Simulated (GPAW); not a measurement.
Crystal: Au.

```
Au
1.0
    -1.65727    1.65727    1.65727
     1.65727   -1.65727    1.65727
     1.65727    1.65727   -1.65727
Au
1
Direct
  0.00000 0.00000 0.00000
```

This isn't the form of Au at room conditions, which is fcc.

* Program: GPAW 26.7.0
* Task: single point
* Functional: PBEsol
* Potentials or basis: PAW data sets generated in the run's folder for this functional
* Cutoff: 600 eV
* Basis: pw
* k mesh: 11 × 11 × 11
* Occupations: fermi-dirac, width 0.05 eV
* Spin: no spin polarisation

On this cell: pressure -6.8 GPa; band gap on the k mesh none (metal or under the smearing width).

The same run follows on a disturbed copy (cell strained at random at fixed volume):

```xyz
1
Lattice="-1.6672 1.6108 1.6647 1.6037 -1.6357 1.6260 1.7364 1.7049 -1.6895" Properties=species:S:1:pos:R:3 pbc="T T T"
Au   -0.0479   -0.0243   -0.0083
```

Question: What changes?

Answer: The energy (extrapolated to zero smearing) moves by +6.5 meV/atom; pressure -6.3 GPa; band gap on the k mesh none (metal or under the smearing width).

Stress tensor (GPa, compression positive):
```
-5.63 -2.13  1.96
-2.13 -6.30  0.22
 1.96  0.22 -6.99
```

Caveats: with this Au data set, volumes or pressures lay over 1.5 % or 2 GPa off other programs in two to four cells of ten.
